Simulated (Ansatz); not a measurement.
A short molecular-dynamics run on maleic anhydride.

```yaml
crystal:
  periodic: [false, false, false]
  atoms:
    - {symbol: O, position_ang: [1.560547, -0.927061, -1.680228]}
    - {symbol: C, position_ang: [0.818745, -0.413085, -0.909861]}
    - {symbol: C, position_ang: [0.132019, -0.989585, 0.271567]}
    - {symbol: C, position_ang: [-0.597742, -0.031540, 0.828149]}
    - {symbol: C, position_ang: [-0.413838, 1.205063, 0.030201]}
    - {symbol: O, position_ang: [-0.884755, 2.283145, 0.184736]}
    - {symbol: O, position_ang: [0.450248, 0.912022, -1.003188]}
    - {symbol: H, position_ang: [0.257678, -2.022029, 0.561735]}
    - {symbol: H, position_ang: [-1.234403, -0.063232, 1.699689]}
basis:
  gaussian: {orbitals: "6-31G*"}
hamiltonian: {xc: {name: revPBE}}
md: {timestep: 2 fs, n_steps: 20, ensemble: nvt_nose_hoover, temperature: 1500, initial_velocities: maxwell_boltzmann, seed: 150}
```

```sh
$ ansatz run in.yaml --threads 4 --pin off --events-out ev --progress --plain --max-ram 10444MiB
```

```json
{"step": "0", "time (fs)": "0.0", "potential energy (eV)": "-10318.3329", "kinetic (eV)": "1.3572", "T (K)": "1500", "conserved (eV)": "-10316.9757"}
{"step": "1", "time (fs)": "2.0", "potential energy (eV)": "-10318.1343", "kinetic (eV)": "1.1800", "T (K)": "1304", "conserved (eV)": "-10316.9543"}
{"step": "2", "time (fs)": "4.0", "potential energy (eV)": "-10317.8934", "kinetic (eV)": "0.9468", "T (K)": "1046", "conserved (eV)": "-10316.9468"}
{"step": "3", "time (fs)": "6.0", "potential energy (eV)": "-10317.7246", "kinetic (eV)": "0.7634", "T (K)": "844", "conserved (eV)": "-10316.9617"}
{"step": "4", "time (fs)": "8.0", "potential energy (eV)": "-10317.4772", "kinetic (eV)": "0.5442", "T (K)": "601", "conserved (eV)": "-10316.9339"}
{"step": "5", "time (fs)": "10.0", "potential energy (eV)": "-10317.4394", "kinetic (eV)": "0.4894", "T (K)": "541", "conserved (eV)": "-10316.9515"}
{"step": "6", "time (fs)": "12.0", "potential energy (eV)": "-10317.4666", "kinetic (eV)": "0.5194", "T (K)": "574", "conserved (eV)": "-10316.9495"}
{"step": "7", "time (fs)": "14.0", "potential energy (eV)": "-10317.5393", "kinetic (eV)": "0.5938", "T (K)": "656", "conserved (eV)": "-10316.9491"}
{"step": "8", "time (fs)": "16.0", "potential energy (eV)": "-10317.6572", "kinetic (eV)": "0.7005", "T (K)": "774", "conserved (eV)": "-10316.9619"}
{"step": "9", "time (fs)": "18.0", "potential energy (eV)": "-10317.6677", "kinetic (eV)": "0.7293", "T (K)": "806", "conserved (eV)": "-10316.9458"}
{"step": "10", "time (fs)": "20.0", "potential energy (eV)": "-10317.7067", "kinetic (eV)": "0.7628", "T (K)": "843", "conserved (eV)": "-10316.9540"}
{"step": "11", "time (fs)": "22.0", "potential energy (eV)": "-10317.7417", "kinetic (eV)": "0.8015", "T (K)": "886", "conserved (eV)": "-10316.9532"}
{"step": "12", "time (fs)": "24.0", "potential energy (eV)": "-10317.7809", "kinetic (eV)": "0.8436", "T (K)": "932", "conserved (eV)": "-10316.9536"}
{"step": "13", "time (fs)": "26.0", "potential energy (eV)": "-10317.7987", "kinetic (eV)": "0.8516", "T (K)": "941", "conserved (eV)": "-10316.9673"}
{"step": "14", "time (fs)": "28.0", "potential energy (eV)": "-10317.6447", "kinetic (eV)": "0.7251", "T (K)": "801", "conserved (eV)": "-10316.9435"}
{"step": "15", "time (fs)": "30.0", "potential energy (eV)": "-10317.5506", "kinetic (eV)": "0.6183", "T (K)": "683", "conserved (eV)": "-10316.9597"}
{"step": "16", "time (fs)": "32.0", "potential energy (eV)": "-10317.4106", "kinetic (eV)": "0.4937", "T (K)": "546", "conserved (eV)": "-10316.9474"}
{"step": "17", "time (fs)": "34.0", "potential energy (eV)": "-10317.3520", "kinetic (eV)": "0.4420", "T (K)": "488", "conserved (eV)": "-10316.9434"}
{"step": "18", "time (fs)": "36.0", "potential energy (eV)": "-10317.4380", "kinetic (eV)": "0.5192", "T (K)": "574", "conserved (eV)": "-10316.9555"}
{"step": "19", "time (fs)": "38.0", "potential energy (eV)": "-10317.5430", "kinetic (eV)": "0.6477", "T (K)": "716", "conserved (eV)": "-10316.9363"}
{"step": "20", "time (fs)": "40.0", "potential energy (eV)": "-10317.8032", "kinetic (eV)": "0.8824", "T (K)": "975", "conserved (eV)": "-10316.9677"}
```

Velocities are drawn at the set temperature; a run this short doesn't reach equilibrium.

Frames (Å, forces in eV/Å):

```xyz
9
time=0.0 fs
O     1.561   -0.927   -1.680    1.575   -1.113   -1.626
C     0.819   -0.413   -0.910   -0.853    0.105    1.102
C     0.132   -0.990    0.272    0.358   -0.790   -0.131
C    -0.598   -0.032    0.828   -0.546    0.397    0.559
C    -0.414    1.205    0.030    0.256   -1.350    0.257
O    -0.885    2.283    0.185   -1.013    2.284    0.348
O     0.450    0.912   -1.003    0.418    0.871   -0.951
H     0.258   -2.022    0.562    0.051   -0.397    0.108
H    -1.234   -0.063    1.700   -0.245   -0.008    0.334
9
time=2.0 fs
O     1.574   -0.932   -1.679    1.283   -0.731   -1.444
C     0.814   -0.393   -0.939   -0.972   -0.968    1.844
C     0.092   -0.986    0.270    2.130   -2.898   -0.666
C    -0.597   -0.036    0.841   -1.024    0.880    1.551
C    -0.391    1.213    0.064    0.050   -2.448   -0.194
O    -0.888    2.270    0.163   -1.433    3.484    0.669
O     0.450    0.917   -1.004    0.542    0.935   -0.906
H     0.302   -2.035    0.667   -0.422    1.223   -0.795
H    -1.168   -0.168    1.763   -0.153    0.524   -0.060
9
time=4.0 fs
O     1.590   -0.939   -1.682    0.423    0.008   -0.740
C     0.805   -0.376   -0.961   -0.339   -2.213    1.702
C     0.060   -0.993    0.265    2.868   -2.692   -1.012
C    -0.600   -0.037    0.859   -0.937    0.639    2.128
C    -0.368    1.214    0.096   -0.774   -1.689   -0.567
O    -0.895    2.266    0.142   -1.128    2.994    0.833
O     0.450    0.924   -1.008    0.558    0.796   -0.620
H     0.331   -2.002    0.741   -0.639    1.132   -1.187
H    -1.107   -0.252    1.825   -0.031    1.026   -0.536
9
time=6.0 fs
O     1.607   -0.946   -1.686   -0.539    0.742    0.015
C     0.796   -0.366   -0.979    0.467   -3.136    1.264
C     0.036   -1.007    0.258    2.297   -0.168   -1.372
C    -0.605   -0.036    0.883    0.056   -0.126    1.339
C    -0.348    1.209    0.127   -1.946    0.170   -1.033
O    -0.904    2.269    0.124   -0.295    1.427    1.035
O     0.452    0.933   -1.012    0.487    0.400   -0.144
H     0.335   -1.925    0.770   -0.313   -0.545   -0.730
H    -1.047   -0.297    1.865   -0.215    1.236   -0.374
9
time=8.0 fs
O     1.623   -0.951   -1.690   -1.242    1.180    0.529
C     0.788   -0.366   -0.992    0.985   -3.297    0.928
C     0.020   -1.023    0.246    1.182    2.642   -1.634
C    -0.611   -0.036    0.912    1.319   -0.684   -0.380
C    -0.334    1.204    0.155   -2.842    1.773   -1.606
O    -0.915    2.276    0.108    0.490   -0.057    1.322
O     0.455    0.943   -1.018    0.396   -0.222    0.385
H     0.327   -1.869    0.771    0.257   -2.395    0.120
H    -0.995   -0.295    1.892   -0.545    1.060    0.337
9
time=10.0 fs
O     1.636   -0.954   -1.693   -1.557    1.225    0.737
C     0.783   -0.376   -1.002    1.066   -2.599    0.803
C     0.008   -1.030    0.229    1.139    1.861   -0.120
C    -0.612   -0.038    0.940    2.058   -0.794   -1.565
C    -0.329    1.205    0.178   -3.115    2.438   -2.175
O    -0.924    2.282    0.095    0.882   -0.865    1.601
O     0.459    0.952   -1.022    0.334   -0.920    0.813
H     0.329   -1.905    0.776   -0.201   -1.108   -0.669
H    -0.965   -0.252    1.931   -0.606    0.762    0.576
9
time=12.0 fs
O     1.645   -0.953   -1.694   -1.475    0.923    0.650
C     0.782   -0.395   -1.010    0.742   -1.321    0.932
C    -0.001   -1.031    0.212    1.299    0.248    1.380
C    -0.606   -0.042    0.962    2.062   -0.604   -1.400
C    -0.334    1.214    0.193   -2.724    2.043   -2.618
O    -0.931    2.286    0.086    0.804   -0.884    1.779
O     0.464    0.959   -1.024    0.294   -1.509    1.067
H     0.323   -1.983    0.756   -0.750    0.621   -1.473
H    -0.957   -0.180    1.993   -0.250    0.483   -0.315
9
time=14.0 fs
O     1.650   -0.950   -1.694   -1.076    0.395    0.331
C     0.783   -0.419   -1.015    0.129    0.165    1.282
C    -0.005   -1.031    0.199    1.074   -0.288    1.787
C    -0.594   -0.049    0.980    1.798   -0.014   -1.071
C    -0.347    1.230    0.200   -1.737    0.664   -2.814
O    -0.936    2.288    0.082    0.280   -0.152    1.792
O     0.470    0.963   -1.024    0.240   -1.857    1.146
H     0.288   -2.037    0.680   -0.789    1.060   -1.319
H    -0.959   -0.089    2.042    0.081    0.027   -1.134
9
time=16.0 fs
O     1.653   -0.947   -1.693   -0.575   -0.167   -0.049
C     0.784   -0.441   -1.016   -0.525    1.530    1.665
C    -0.006   -1.032    0.192    0.572    0.449    1.316
C    -0.577   -0.055    0.995    1.589    0.715   -1.415
C    -0.367    1.247    0.198   -0.315   -1.335   -2.739
O    -0.940    2.290    0.081   -0.541    1.101    1.640
O     0.476    0.962   -1.021    0.149   -1.920    1.085
H     0.223   -2.051    0.553   -0.455    0.115   -0.469
H    -0.959    0.003    2.048    0.102   -0.489   -1.034
9
time=18.0 fs
O     1.655   -0.943   -1.692   -0.315   -0.535   -0.231
C     0.784   -0.459   -1.011   -0.823    2.479    1.765
C    -0.006   -1.031    0.189    0.187    1.427    0.678
C    -0.554   -0.059    1.005    1.461    1.248   -2.292
C    -0.387    1.261    0.188    1.094   -3.052   -2.494
O    -0.946    2.294    0.085   -1.236    2.151    1.415
O     0.483    0.956   -1.015    0.001   -1.711    0.939
H     0.141   -2.061    0.407   -0.176   -1.193    0.336
H    -0.954    0.076    2.015   -0.194   -0.813   -0.117
9
time=20.0 fs
O     1.656   -0.941   -1.691   -0.518   -0.567   -0.042
C     0.781   -0.469   -1.001   -0.488    2.777    1.371
C    -0.004   -1.026    0.188    0.204   -0.335    0.366
C    -0.526   -0.060    1.008    1.080    1.637   -2.671
C    -0.404    1.265    0.169    1.840   -3.323   -2.172
O    -0.955    2.304    0.092   -1.242    1.978    1.221
O     0.489    0.946   -1.007   -0.209   -1.267    0.755
H     0.052   -2.116    0.275   -0.204    0.020    0.560
H    -0.956    0.118    1.977   -0.462   -0.921    0.612
9
time=22.0 fs
O     1.655   -0.940   -1.691   -1.042   -0.317    0.414
C     0.777   -0.470   -0.986    0.302    2.359    0.612
C    -0.002   -1.023    0.188    0.051   -2.413   -0.229
C    -0.495   -0.055    1.002    0.093    2.004   -1.719
C    -0.415    1.258    0.143    1.707   -1.944   -1.669
O    -0.966    2.318    0.102   -0.477    0.395    1.001
O     0.495    0.934   -0.997   -0.445   -0.636    0.536
H    -0.045   -2.171    0.163    0.022    1.546    0.887
H    -0.976    0.125    1.962   -0.209   -0.994    0.167
9
time=24.0 fs
O     1.653   -0.940   -1.690   -1.517    0.032    0.861
C     0.773   -0.464   -0.969    1.094    1.395   -0.185
C     0.000   -1.026    0.187   -0.218   -2.566   -0.694
C    -0.463   -0.043    0.991   -0.969    1.886   -0.623
C    -0.420    1.244    0.112    1.107    0.070   -0.814
O    -0.979    2.333    0.115    0.542   -1.635    0.622
O     0.500    0.919   -0.986   -0.619    0.146    0.226
H    -0.142   -2.166    0.086    0.332    1.549    1.167
H    -1.005    0.094    1.954    0.248   -0.877   -0.560
9
time=26.0 fs
O     1.646   -0.940   -1.686   -1.656    0.312    1.066
C     0.773   -0.453   -0.953    1.528    0.113   -0.732
C     0.002   -1.038    0.185   -0.250   -0.392   -0.605
C    -0.434   -0.025    0.978   -1.509    0.985   -0.413
C    -0.422    1.231    0.078    0.481    1.692    0.358
O    -0.991    2.345    0.129    1.334   -3.155    0.094
O     0.504    0.905   -0.974   -0.648    1.039   -0.229
H    -0.226   -2.102    0.053    0.329   -0.124    1.115
H    -1.024    0.029    1.924    0.391   -0.471   -0.653
9
time=28.0 fs
O     1.635   -0.940   -1.680   -1.343    0.412    0.912
C     0.778   -0.441   -0.939    1.442   -1.199   -0.903
C     0.002   -1.052    0.180    0.132    2.577   -0.182
C    -0.411   -0.004    0.963   -1.546   -0.271   -0.859
C    -0.423    1.224    0.045    0.015    2.514    1.617
O    -0.999    2.348    0.143    1.734   -3.829   -0.460
O     0.506    0.894   -0.963   -0.505    1.937   -0.817
H    -0.298   -2.043    0.062   -0.040   -2.178    0.801
H    -1.028   -0.054    1.869    0.111    0.037   -0.109
9
time=30.0 fs
O     1.621   -0.938   -1.672   -0.572    0.242    0.359
C     0.788   -0.434   -0.928    0.829   -2.047   -0.711
C     0.003   -1.057    0.175   -0.311    1.811   -0.059
C    -0.392    0.016    0.946   -1.615   -1.273   -1.001
C    -0.423    1.224    0.018   -0.183    2.492    2.655
O    -1.003    2.343    0.156    1.735   -3.660   -0.908
O     0.506    0.887   -0.954   -0.228    2.651   -1.454
H    -0.371   -2.067    0.103    0.546   -0.681    0.713
H    -1.027   -0.136    1.810   -0.201    0.465    0.406
9
time=32.0 fs
O     1.606   -0.935   -1.663    0.570   -0.227   -0.555
C     0.800   -0.433   -0.919   -0.242   -2.036   -0.179
C     0.004   -1.056    0.170   -0.917    0.301    0.208
C    -0.378    0.032    0.925   -2.128   -2.009   -0.343
C    -0.424    1.232   -0.001    0.062    1.597    3.195
O    -1.003    2.329    0.167    1.314   -2.653   -1.136
O     0.507    0.886   -0.948    0.090    2.963   -1.970
H    -0.424   -2.117    0.170    1.348    1.205    0.443
H    -1.035   -0.200    1.766   -0.096    0.859    0.337
9
time=34.0 fs
O     1.592   -0.933   -1.655    1.776   -0.855   -1.577
C     0.812   -0.438   -0.911   -1.462   -1.271    0.488
C     0.001   -1.055    0.165   -0.848    0.131    0.570
C    -0.371    0.041    0.903   -2.686   -2.368    0.462
C    -0.425    1.246   -0.010    0.873   -0.177    3.109
O    -1.000    2.308    0.175    0.422   -0.796   -1.057
O     0.507    0.893   -0.947    0.338    2.794   -2.199
H    -0.425   -2.122    0.255    1.464    1.418    0.061
H    -1.046   -0.231    1.735    0.124    1.124    0.143
9
time=36.0 fs
O     1.583   -0.934   -1.651    2.461   -1.288   -2.153
C     0.819   -0.448   -0.901   -2.158   -0.304    0.723
C    -0.005   -1.053    0.162   -0.132    1.264    0.672
C    -0.373    0.043    0.883   -2.861   -2.082    0.846
C    -0.423    1.259   -0.009    2.054   -2.411    2.479
O    -0.996    2.285    0.181   -0.800    1.563   -0.692
O     0.508    0.906   -0.952    0.449    2.216   -2.070
H    -0.370   -2.071    0.343    0.906   -0.034   -0.083
H    -1.052   -0.220    1.709    0.082    1.076    0.278
9
time=38.0 fs
O     1.579   -0.937   -1.652    2.170   -1.224   -1.801
C     0.819   -0.458   -0.889   -1.734    0.369   -0.031
C    -0.011   -1.046    0.161    0.578    2.288    0.419
C    -0.384    0.038    0.865   -2.753   -1.152    0.975
C    -0.414    1.264    0.000    2.854   -3.790    1.600
O    -0.994    2.266    0.185   -1.720    3.242   -0.276
O     0.511    0.925   -0.961    0.423    1.362   -1.617
H    -0.280   -2.022    0.428    0.311   -1.858    0.120
H    -1.056   -0.167    1.694   -0.129    0.763    0.613
9
time=40.0 fs
O     1.580   -0.943   -1.657    1.140   -0.782   -0.726
C     0.813   -0.468   -0.876   -0.365    0.717   -1.607
C    -0.015   -1.033    0.162    0.477   -0.458    0.915
C    -0.404    0.030    0.850   -2.819    0.115    1.538
C    -0.396    1.257    0.014    2.429   -2.943    0.763
O    -0.996    2.255    0.189   -1.561    2.989   -0.085
O     0.514    0.947   -0.974    0.294    0.405   -0.929
H    -0.178   -2.044    0.517    0.474   -0.435   -0.432
H    -1.064   -0.085    1.703   -0.068    0.392    0.565
```

It took 24 s on 4 threads of an Arm Neoverse V1 on a shared host, with 0.21 GiB of host memory at the peak.
